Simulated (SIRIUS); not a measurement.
Wanted: the native input for a SIRIUS 7.12.0 run.

- Task: single point
- Functional: PBEsol
- Potentials or basis: PseudoDojo 0.4.1 PBEsol standard (scalar relativistic)
- Cutoff: 1102 eV
- Density cutoff: 4408 eV
- k mesh: 10 × 8 × 7
- Occupations: fermi-dirac, width 0.05 eV
- Spin: no spin polarisation
- Libxc names: ["XC_GGA_X_PBE_SOL", "XC_GGA_C_PBE_SOL"]
- Energy tol: 1e-08 Ha
- Density tol: 1e-06
- Mixer: anderson
- Mixing beta: 0.7
- Max scf: 100
- Radial cutoff for the potentials' integrals: 6.5 bohr

The system is Ga.

```
CELL_PARAMETERS angstrom
2.77842 0.00000 0.00000
0.00000 3.28161 0.00000
-1.34343 0.00000 3.99027
ATOMIC_POSITIONS crystal
Ga 0.13460 0.75000 0.77017
Ga 0.86540 0.25000 0.22983
```

This isn't the form of Ga at room conditions, which is orthorhombic.

These files were run (other wordings do the same):

sirius.json

```json
{
  "control": {
    "processing_unit": "cpu",
    "verbosity": 2,
    "num_bands_to_print": 21,
    "print_forces": true,
    "print_stress": true
  },
  "parameters": {
    "electronic_structure_method": "pseudopotential",
    "xc_functionals": ["XC_GGA_X_PBE_SOL", "XC_GGA_C_PBE_SOL"],
    "gk_cutoff": 9.0,
    "pw_cutoff": 18.0,
    "ngridk": [10, 8, 7],
    "shiftk": [0, 0, 0],
    "smearing": "fermi_dirac",
    "smearing_width": 0.0018374661,
    "num_bands": 21,
    "num_mag_dims": 0,
    "num_dft_iter": 100,
    "energy_tol": 1e-08,
    "density_tol": 1e-06
  },
  "iterative_solver": {
    "type": "davidson",
    "min_tolerance": 1e-10
  },
  "mixer": {
    "type": "anderson",
    "beta": 0.7,
    "max_history": 8
  },
  "settings": {
    "tol_ne": 1e-10,
    "pseudo_grid_cutoff": 6.5
  },
  "unit_cell": {
    "lattice_vectors": [
      [5.250456799073, 0.0, 0.0],
      [0.0, 6.201341861265, 0.0],
      [-2.538716843659, 0.0, 7.540523465648]
    ],
    "atom_coordinate_units": "lattice",
    "atom_types": ["Ga"],
    "atom_files": {
      "Ga": "Ga.json"
    },
    "atoms": {
      "Ga": [
        [0.13459627, 0.75, 0.77016683],
        [0.86540373, 0.25, 0.22983317]
      ]
    }
  }
}
```

Potentials or basis: PseudoDojo 0.4.1 PBEsol standard (scalar relativistic).

Launch:

```console
$ upf_to_json Ga.upf
$ OMP_NUM_THREADS=1 sirius.scf --input=sirius.json --output=out.json --task=0
```

Results of the run:

```yaml
Pressure: -0.6 GPa
Largest_force: 0.074 eV/Å
Band_gap_on_the_k_mesh: none (metal or under the smearing width)
```

It took 120 s on 1 thread of AMD EPYC 7R43 64-Core Processor (Zen 3), with other jobs on the host, peak memory 0.98 GiB.
